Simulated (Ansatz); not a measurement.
# Al2O3: the cost of one run

Method: DFT PBEsol, scalar-relativistic, plane waves, PAW, in Ansatz 0.2.0.

16 further runs of the same task are left out: 16 set aside as unsound or not needed. Runs told in other sessions of the task aren't counted.

## 1. Starting point

The structure is trigonal, space group R-3c (No. 167). The conventional cell has a = 4.757 Å, b = 4.757 Å, c = 12.988 Å, α = 90.00°, β = 90.00°, γ = 120.00°. Al (site symmetry 3) has 6 O at 1.85 to 1.97 Å in its first shell of neighbours. O (site symmetry 2) is surrounded by 4 Al at 1.85 to 1.97 Å.

Coordinates:

```xyz
10
Lattice="2.3785 1.3732 4.3292 -2.3785 1.3732 4.3292 0.0000 -2.7465 4.3292" Properties=species:S:1:pos:R:3 pbc="T T T"
Al    0.0000    0.0000   11.0678
Al    0.0000    0.0000    8.4137
Al    0.0000    0.0000    1.9198
Al    0.0000    0.0000    4.5740
O    -0.9217   -1.3732    5.4115
O     1.6501   -0.1116    5.4115
O    -0.7284    1.4848    5.4115
O     0.9217    1.3732    7.5762
O    -1.6501    0.1116    7.5762
O     0.7284   -1.4848    7.5762
```

Source of the structure: the Crystallography Open Database.

## 5. Setting up the map

Atoms count from 1 in the order of the input.

The energy is mapped over a free internal coordinate and the cell.

First coordinate, shift of Al1 along [0 0 1], its symmetry partners moved as symmetry demands (measured in the relaxed cell): 7 values from −0.15 Å. Second coordinate, c/a of the conventional cell at fixed volume: 7 values from 2.181 to 3.272.

Nothing else is relaxed (all other coordinates fixed). Energies count from the relaxed crystal. Points are written as (first, second).

(The set-up runs are not shown.)

## 6. The run at (0.15 Å, 3.272)

File input.yaml:

```yaml
crystal:
  lattice:
    - [2.2459200283, 1.2966825329, 4.8983515818]
    - [-2.2459200283, 1.2966825329, 4.8983515818]
    - [0.0, -2.5933650659, 4.8983515818]
  atoms:
    - { symbol: Al, position: [0.8635618459, 0.8635618459, 0.8635618459] }
    - { symbol: Al, position: [0.6364381541, 0.6364381541, 0.6364381541] }
    - { symbol: Al, position: [0.1364381541, 0.1364381541, 0.1364381541] }
    - { symbol: Al, position: [0.3635618459, 0.3635618459, 0.3635618459] }
    - { symbol: O, position: [0.0558571577, 0.4441428423, 0.75] }
    - { symbol: O, position: [0.75, 0.0558571577, 0.4441428423] }
    - { symbol: O, position: [0.4441428423, 0.75, 0.0558571577] }
    - { symbol: O, position: [0.9441428423, 0.5558571577, 0.25] }
    - { symbol: O, position: [0.25, 0.9441428423, 0.5558571577] }
    - { symbol: O, position: [0.5558571577, 0.25, 0.9441428423] }
basis:
  ecutwfc: 520.0
kpoints:
  mp_grid: { grid: [6, 6, 6] }
hamiltonian:
  xc: pbesol
  pseudopotentials: { kind: paw, azcp: { folder: soft_1 } }
scf:
  occupations: { method: gaussian, width: 0.05 }
output:
  forces: true
  stress: true
  eigenvalues: true
  write_density: true
  write_potential: true
  elf: true
  volumetric_format: npy
```

Command:

```bash
$ ansatz run input.yaml --threads 2 --pin off --max-ram 4096MiB --backend cpu --events-out ev --progress --plain --runs-dir out
```

What time and memory should one allow on 2 threads of Arm Neoverse N1, shared host?

About 9.2 s, with a peak of 0.44 GiB.
